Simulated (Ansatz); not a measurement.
# WSe2: the cost of one run

Program: Ansatz 0.2.0. Level of theory: DFT PBE, scalar-relativistic, plane waves, PAW. These are calculated values, not measurements.

2 further runs of the same task are left out: 2 set aside as unsound or not needed. Runs told in other sessions of the task aren't counted.

## 1. Starting point

Symmetry: P6_3/mmc, No. 194, hexagonal system. The conventional cell has a = 3.321 Å, b = 3.321 Å, c = 15.257 Å, α = 90.00°, β = 90.00°, γ = 120.00°. Around W (site symmetry -6m2) lie 6 Se at 2.55 Å. Se (site symmetry 3m) has 3 W at 2.55 Å in its first shell of neighbours.

Structure file:

```
W Se
1.0
    -3.32069    0.00000    0.00000
    -1.66035   -2.87581    0.00000
     0.00000    0.00000   15.25733
W Se
2 4
Direct
  0.33333 0.33333 0.25000
  0.66667 0.66667 0.75000
  0.33333 0.33333 0.64002
  0.66667 0.66667 0.14002
  0.33333 0.33333 0.85998
  0.66667 0.66667 0.35998
```

It is the result of an earlier relaxation at this level (volume 24.28 Å³/atom; gap on the mesh: 1.48 eV).

## 2. Zero of energy

The reference gives a free energy of -42649.3297 eV, pressure 0.02 GPa, largest force 0.005 eV/Å and gap on the mesh 1.53 eV. It was computed beforehand with the settings of the runs below.

## 3. Next: sliding across a plane

The cut lies on the cell's a–b face, a (0 0 1) plane of area 9.55 Å², between layers 1.68 Å apart (Se below, W above); the cell is 15.3 Å thick. The cut runs through bonds; the cell's widest gap between layers lies elsewhere, and sliding there would cost far less. Vector c is tilted by f times 1·a + 1·b (length 5.752 Å) with the atoms' Cartesian places fixed: one unrelaxed fault per cell.

## 4. f = 0.167

input.yaml

```yaml
crystal:
  lattice:
    - [-3.3206937274, 0.0, 0.0]
    - [-1.6603468637, -2.8758051261, 0.0]
    - [-0.8303394665, -0.4793967145, 15.2573262715]
  atoms:
    - { symbol: W, position: [0.3241648333, 0.3241648333, 0.055] }
    - { symbol: W, position: [0.5741481667, 0.5741481667, 0.555] }
    - { symbol: Se, position: [0.2591485121, 0.2591485121, 0.4450199235] }
    - { symbol: Se, position: [0.5091318454, 0.5091318454, 0.9450199235] }
    - { symbol: Se, position: [0.2224811546, 0.2224811546, 0.6649800765] }
    - { symbol: Se, position: [0.6391644879, 0.6391644879, 0.1649800765] }
basis:
  ecutwfc: 420
kpoints:
  mp_grid: { grid: [9, 9, 2] }
hamiltonian:
  xc: pbe
scf:
  occupations: { method: gaussian, width: 0.05 }
output:
  forces: true
  stress: true
  eigenvalues: true
```

Started as:

```console
$ ansatz run input.yaml --threads 2 --pin off --max-ram 5120MiB --backend cpu --events-out ev --progress --plain --runs-dir out
```

Q: Estimate wall time and peak memory on 2 threads of Intel Xeon at 2.70GHz, shared host.

About 19 s, with a peak of 0.6 GiB.
